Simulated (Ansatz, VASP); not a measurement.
## I in VASP and in Ansatz

File INCAR:

```
ALGO = Normal ; EDIFF = 1E-6
EDIFFG = -0.005 ; ENCUT = 600
GGA = PE ; IBRION = 2
ISIF = 4 ; ISMEAR = -1
LASPH = True ; LCHARG = False
LREAL = False ; LWAVE = False
NELM = 60 ; NSW = 50
PREC = Accurate ; SIGMA = 0.08
```

The input KPOINTS:

```
k-points
0
Gamma
  12 12 12
```

The input POSCAR:

```
I
1.0
    4.3076846582      0.0000000000      0.0000000000
   -2.1538423291      3.7305643455      0.0000000000
    0.0000000000      0.0000000000      2.7751299653
I
1
Direct
    0.0000000000      0.0000000000      0.0000000000
```

Input for Ansatz:

```yaml
crystal:
  lattice:
    - [4.3076846582, 0.0, 0.0]
    - [-2.1538423291, 3.7305643455, 0.0]
    - [0.0, 0.0, 2.7751299653]
  atoms:
    - { symbol: I, position: [0.0, 0.0, 0.0] }
kpoints:
  mp_grid: { grid: [12, 12, 12] }
scf:
  occupations: { method: fermi_dirac, width: 0.08 }
hamiltonian:
  xc: pbe
  pseudopotentials: { kind: paw }
output:
  forces: true
  stress: true
relax:
  f_tol: 0.005
  max_steps: 30
  cell: { stress_tol: 0.08, fix: [volume] }
```

Alike in both runs: task relaxation of shape and atoms at fixed volume; functional PBE; k mesh 12 × 12 × 12; occupations fermi-dirac, width 0.08 eV; no spin polarisation.

|  | VASP | Ansatz |
| --- | --- | --- |
| version | VASP 6.6.1 | Ansatz 0.2.0 |
| potentials or method | VASP PAW PBE potentials, release 64 (I) | PAW with Ansatz's default frozen-core files, scalar-relativistic |
| plane-wave cutoff (eV) | 600 | 420 |
| valence electrons in the cell | 7 | 17 |

|  | VASP | Ansatz | Ansatz less VASP |
| --- | --- | --- | --- |
| relaxed volume (Å³/atom) | 44.60 | 44.60 | 0.000 |
| relaxed cell length with the largest relative difference (Å) | 2.910 | 2.912 | +0.0023 |
| energy change over the relaxation (meV/atom) | -68 | -71 | -2.2 |

The two sets of potentials don't hold the same shells in valence.

Caveats: an odd number of electrons without spin polarisation forces a metal; a magnetic or distorted state may lie lower. Spin-orbit coupling is left out, which matters for the levels of I.
